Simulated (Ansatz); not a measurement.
# SiNi: the cost of one run

Method: DFT PBE, scalar-relativistic, plane waves, PAW, in Ansatz 0.2.0.

1 further run of the same task is left out (set aside as unsound or not needed).

**1. Starting point**

Symmetry: Pmmn, No. 59, orthorhombic system. The conventional cell has a = 3.043 Å, b = 3.270 Å, c = 4.713 Å, α = 90.00°, β = 90.00°, γ = 90.00°. Si (site symmetry mm2) has 6 Ni at 2.35 to 2.40 Å and 4 Si at 2.68 Å in its first shell of neighbours. Around Ni (site symmetry mm2) lie 6 Si at 2.35 to 2.40 Å and 4 Ni at 2.68 Å.

As a file:

```
Si Ni
1.0
     3.04305    0.00000    0.00000
     0.00000    3.26993    0.00000
     0.00000    0.00000    4.71339
Si Ni
2 2
Direct
  0.50000 0.50000 0.84317
  0.00000 0.00000 0.15683
  0.50000 0.50000 0.34211
  0.00000 0.00000 0.65789
```

This cell was relaxed beforehand with the same method: volume 11.73 Å³/atom, gap on the mesh none (metal).

**2. Zone-centre modes**

Contents of input.yaml:

```yaml
crystal:
  lattice:
    - [3.0430483306, 0.0, 0.0]
    - [0.0, 3.2699282445, 0.0]
    - [0.0, 0.0, 4.7133880864]
  atoms:
    - { symbol: Si, position: [0.5, 0.5, 0.843172405] }
    - { symbol: Si, position: [0.0, 0.0, 0.156827595] }
    - { symbol: Ni, position: [0.5, 0.5, 0.3421081897] }
    - { symbol: Ni, position: [0.0, 0.0, 0.6578918103] }
basis:
  ecutwfc: 420
kpoints:
  mp_grid: { grid: [14, 12, 10] }
hamiltonian:
  xc: pbe
scf:
  occupations: { method: fermi_dirac, width: 0.15 }
output:
  eigenvalues: true
phonons:
  method: dfpt
  eigenvectors: true
```

Started as:

```console
$ ansatz run input.yaml --threads 2 --pin off --max-ram 7168MiB --backend cpu --events-out ev --progress --plain --runs-dir out
```

Q: Estimate wall time and peak memory on 2 threads of Arm Neoverse V2, shared host.

About 2.1 min, with a peak of 1.6 GiB.
